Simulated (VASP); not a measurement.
## InAs: single point with revPBE+D3(BJ)

**Experimental background.**

From a printed reference work, data compilation, for a bulk crystal of InAs at 4.2 K: band gap 0.418 eV (direct).

The system is InAs.

```
In As
1.0
     0.00000    3.04479    3.04479
     3.04479    0.00000    3.04479
     3.04479    3.04479    0.00000
In As
1 1
Direct
  0.00000 0.00000 0.00000
  0.75000 0.75000 0.75000
```

| Property | Result |
| --- | --- |
| Program | VASP 6.6.1 |
| Task | single point |
| Functional | revPBE |
| Dispersion | D3(BJ) |
| Potentials or basis | VASP PAW PBE potentials, release 64 (In_d, As) |
| Cutoff | 520 eV |
| k mesh | 8 × 8 × 8 |
| Occupations | fermi-dirac, width 0.05 eV |
| Spin | no spin polarisation |
| Dipole correction | no |
| Further INCAR settings | ALGO = Normal; EDIFF = 1e-06; NBANDS = 16 |

| Property | Result |
| --- | --- |
| Pressure | 0.0 GPa |
| Band gap on the k mesh | zero (filled and empty bands touch) |
| Dispersion energy per atom | -0.591 eV |

Levels at points of the mesh, in eV from the Fermi level:
| k point | band 5 | band 6 | band 7 | band 8 | band 9 | band 10 | band 11 | band 12 | band 13 | band 14 |
| --- | --- | --- | --- | --- | --- | --- | --- | --- | --- | --- |
| (0.00, 0.00, 0.00) | -14.30 | -11.75 | -0.26 | -0.05 | -0.05 | -0.05 | 3.88 | 3.88 | 3.88 | 7.54 |
| (0.50, 0.00, 0.00) | -14.29 | -10.35 | -5.67 | -1.00 | -1.00 | 0.93 | 4.65 | 4.65 | 6.90 | 9.00 |
| (0.50, 0.50, 0.00) | -14.28 | -9.83 | -5.77 | -2.29 | -2.29 | 1.62 | 2.07 | 9.10 | 9.13 | 9.13 |

Wall time 17 s on 1 thread of Intel Xeon 6975P-C (shared host), peak memory 0.19 GiB.

Measured gap of InAs: 0.418 eV (direct; 4.2 K; a printed reference work, data compilation). This calculation gives 0.00 eV (-0.42 eV). Spin-orbit coupling on As, In is left out. The value is that of revPBE+D3(BJ) on a finite k mesh, which can miss the band edges, without temperature or zero-point motion. Semilocal functionals fall short of measured gaps as a rule.

Caveat: the PAW data sets were made with another functional, which shifts forces and pressure a little; spin-orbit coupling is left out, which moves the levels of the heavy elements; pairwise dispersion overbinds metals, which lowers pressure and volume.
